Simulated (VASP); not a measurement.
A run of VASP 6.6.1 is set up as follows.

The input INCAR:

```
SYSTEM = TaN
  ALGO = Normal
  EDIFF = 1E-7
  ENCUT = 520
  GGA = PE
  ISIF = 2
  ISMEAR = -1
  LASPH = .True.
  LCHARG = .True.
  LELF = .True.
  LREAL = .False.
  LVHAR = .True.
  LWAVE = .False.
  NBANDS = 33
  NELM = 60
  PREC = Accurate
  SIGMA = 0.05
```

The input KPOINTS:

```
k-points
0
Gamma
  6 6 9
  0 0 0
```

File POSCAR:

```
TaN
1.0
    5.1960000000      0.0000000000      0.0000000000
   -2.5980000000      4.4998679981      0.0000000000
    0.0000000000      0.0000000000      2.9110000000
Ta N
3 3
Direct
    0.0000000000      0.0000000000      0.0000000000
    0.6666666667      0.3333333333      0.5000000000
    0.3333333333      0.6666666667      0.5000000000
    0.0000000000      0.3928500000      0.0000000000
    0.6071500000      0.6071500000      0.0000000000
    0.3928500000      0.0000000000      0.0000000000
```

Potentials or basis: VASP PAW PBE potentials, release 64 (Ta_pv, N).

The run is started by

```sh
$ cat potpaw_PBE.64/Ta_pv/POTCAR potpaw_PBE.64/N/POTCAR > POTCAR
$ mpirun -np 1 vasp_std > vasp.out
```

**Question.** Estimate the pressure.

**Answer.** 5.7 GPa.

**Question.** Estimate the band gap on the k mesh.

**Answer.** None (metal or under the smearing width).

**Question.** What does it give for the largest force?

**Answer.** 0.048 eV/Å.

Forces on the atoms (eV/Å):
```
Ta   0.000  0.000  0.000
Ta   0.000  0.000  0.000
Ta   0.000  0.000  0.000
N   -0.024  0.042  0.000
N   -0.024 -0.042  0.000
N    0.048  0.000  0.000
```

The run has no spin-orbit coupling, so splittings on Ta are missing.
